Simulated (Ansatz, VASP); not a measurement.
# Fe: VASP beside Ansatz

INCAR

```
ALGO = Normal
EDIFF = 1E-6
EDIFFG = -0.01
ENCUT = 600
GGA = RE
IBRION = 2
ISIF = 3
ISMEAR = -1
ISPIN = 2
LASPH = True
LCHARG = False
LMAXMIX = 4
LORBIT = 11
LREAL = False
LWAVE = False
MAGMOM = 2.5
NELM = 150
NSW = 80
PREC = Accurate
SIGMA = 0.05
```

The input KPOINTS:

```
k-points
0
Gamma
  15 15 15
```

Contents of POSCAR:

```
Fe
1.0
   -1.4332500000      1.4332500000      1.4332500000
    1.4332500000     -1.4332500000      1.4332500000
    1.4332500000      1.4332500000     -1.4332500000
Fe
1
Direct
    0.0000000000      0.0000000000      0.0000000000
```

Input for Ansatz:

```yaml
crystal:
  lattice:
    - [-1.43325, 1.43325, 1.43325]
    - [1.43325, -1.43325, 1.43325]
    - [1.43325, 1.43325, -1.43325]
  atoms:
    - { symbol: Fe, position: [0.0, 0.0, 0.0], spin: 2.5 }
hamiltonian:
  xc: revpbe
  pseudopotentials:
    kind: paw
    azcp:
      Fe: "pseudopotentials/Fe.paw.azcp"
basis:
  ecutwfc: 420
  fft_grid_basis: typed
kpoints:
  mp_grid: { grid: [15, 15, 15], shift: [0, 0, 0] }
magnetization:
  spin_polarized: true
scf:
  occupations: { method: fermi_dirac, width: 0.05 }
relax:
  max_steps: 60
  f_tol: 0.01
  cell: {}
```

Alike in both runs: task relaxation of cell and atoms; functional revPBE; k mesh 15 × 15 × 15; occupations fermi-dirac, width 0.05 eV; collinear spin.

|  | VASP | Ansatz |
| --- | --- | --- |
| version | VASP 6.6.1 | Ansatz 0.2.0 |
| potentials or method | VASP PAW PBE potentials, release 64 (Fe) | plane waves (420 eV) with PAW, scalar-relativistic |
| plane-wave cutoff (eV) | 600 | 420 |
| valence electrons in the cell | 8 | 16 |

VASP gave:

```
net moment per atom (μB)                                      : 2.23
size of the moment on the site where the two differ most (μB) : 2.23
relaxed volume (Å³/atom)                                      : 11.60
relaxed cell length with the largest relative difference (Å)  : 2.470
energy change over the relaxation (meV/atom)                  : -1
```

**Question.** Estimate Ansatz's values.

**Answer.** net moment per atom (μB): 2.21; size of the moment on the site where the two differ most (μB): 2.27; relaxed volume (Å³/atom): 11.61; relaxed cell length with the largest relative difference (Å): 2.471; energy change over the relaxation (meV/atom): -1.

Site moments also hang on the region over which each program counts them. The two sets of potentials don't hold the same shells in valence.

Caveats: the PAW data sets were made with another functional, which shifts forces and pressure a little (VASP).
